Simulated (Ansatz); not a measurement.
Ti3SiC2:
```xyz
12
Lattice="3.0671 0.0000 0.0000 -1.5336 2.6562 0.0000 0.0000 0.0000 17.6742" Properties=species:S:1:pos:R:3 pbc="T T T"
Ti     1.5336     0.8854     6.4479
Ti     0.0000     1.7708    11.2263
Ti     0.0000     1.7708    15.2850
Ti     1.5336     0.8854     2.3892
Ti     0.0000     0.0000     8.8371
Ti     0.0000     0.0000     0.0000
Si     0.0000     0.0000    13.2557
Si     0.0000     0.0000     4.4186
C      0.0000     1.7708     7.5556
C      1.5336     0.8854    10.1186
C      1.5336     0.8854    16.3927
C      0.0000     1.7708     1.2815
```

Relaxed with r²SCAN. Special points in fractions of this cell's reciprocal vectors: Γ (0.000, 0.000, 0.000); M (0.500, 0.000, 0.000); K (0.333, 0.333, 0.000); A (0.000, 0.000, 0.500); L (0.500, 0.000, 0.500); H (0.333, 0.333, 0.500).

Q: List the band energies nearest the Fermi level at these points for r²SCAN (plane waves, PAW; program Ansatz).

A: In eV from the Fermi level; about four levels below and three above (degenerate sets whole), none deeper than 8.9 eV; points with the same levels are listed once.

```
k                                below                          above
-  -----------------------------------  -----------------------------
Γ        -1.83 -1.83 -1.79 -1.79 -1.33                 0.37 0.62 0.62
M              -2.05 -1.98 -1.73 -1.62                 1.30 1.42 1.54
K              -2.58 -2.58 -2.37 -2.34                 0.00 0.00 1.35
A  -1.81 -1.81 -1.81 -1.81 -1.80 -1.80  0.54 0.54 0.64 0.64 0.64 0.64
L              -2.01 -2.01 -1.67 -1.67            1.47 1.47 1.51 1.51
H              -2.61 -2.61 -2.36 -2.36            0.00 0.00 1.44 1.44
```

Space group P6_3/mmc. The r²SCAN relaxation kept the symmetry of its start. The run is not spin-polarised.

Potentials: the later of the program's two PAW sets.
